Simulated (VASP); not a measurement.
Runs of VASP 6.6.1 on InAs. Symmetry: F-43m, No. 216, cubic system. Conventional cell: a = 6.036 Å, b = 6.036 Å, c = 6.036 Å, α = 90.00°, β = 90.00°, γ = 90.00°. In (site symmetry -43m) is surrounded by 4 As at 2.61 Å. Around As (site symmetry -43m) lie 4 In at 2.61 Å. 

```tsv
task	level	cell	k mesh	cutoff (eV)	screening parameter	grid for exact exchange (PRECFOCK)	mesh quality	gap on the mesh (eV)	pressure (GPa)	relaxed volume (Å³/atom)
single point	HSE(alpha, omega)	as given	4 × 4 × 4	520	0.3	Fast	coarse	0.45	(b)	-
relaxation of cell and atoms	BLYP+D3	relaxed	8 × 8 × 8	600	-	-	not flagged	none	0.0	29.85
relaxation of cell and atoms	BLYP+D3(BJ)	relaxed	8 × 8 × 8	600	-	-	not flagged	none	0.0	28.76
single point	HSE(alpha, omega)	as given	4 × 4 × 4	520	0.4	Fast	coarse	0.32	2.9	-
single point	HSE(alpha, omega)	as given	4 × 4 × 4	520	0.1	Fast	coarse	(c)	1.9	-
single point	HSE(alpha, omega)	as given	4 × 4 × 4	520	0.6	Fast	coarse	0.14	3.6	-
single point	HSE(alpha, omega)	as given	4 × 4 × 4	520	0.15	Fast	coarse	0.75	2.1	-
relaxation of cell and atoms	BLYP+D4	relaxed	8 × 8 × 8	600	-	-	not flagged	none	0.0	29.16
single point	HSE(alpha, omega)	as given	4 × 4 × 4	520	0.2	Fast	coarse	0.63	(a)	-
```

Alike in all rows: potentials or basis VASP PAW PBE potentials, release 64 (In_d, As); no spin polarisation; smearing fermi-dirac 0.05 eV.

Task: Fill in the values left out.

Result: (a) 2.2; (b) 2.5; (c) 0.92.

Caveats: some runs use coarse meshes; the PAW data sets were made with another functional, which shifts forces and pressure a little; spin-orbit coupling is left out, which moves the levels of the heavy elements (some runs); pairwise dispersion overbinds metals, which lowers pressure and volume (some runs); this crystal is a semiconductor, whose small gap the functional closes, so the metal is an error of the method (some runs).

A k mesh can miss the band edges, and the runs leave out spin-orbit coupling on As, In.

A gap of «none» marks a metal or a gap under the smearing width.

Runs at the PBE level aren't shown here.
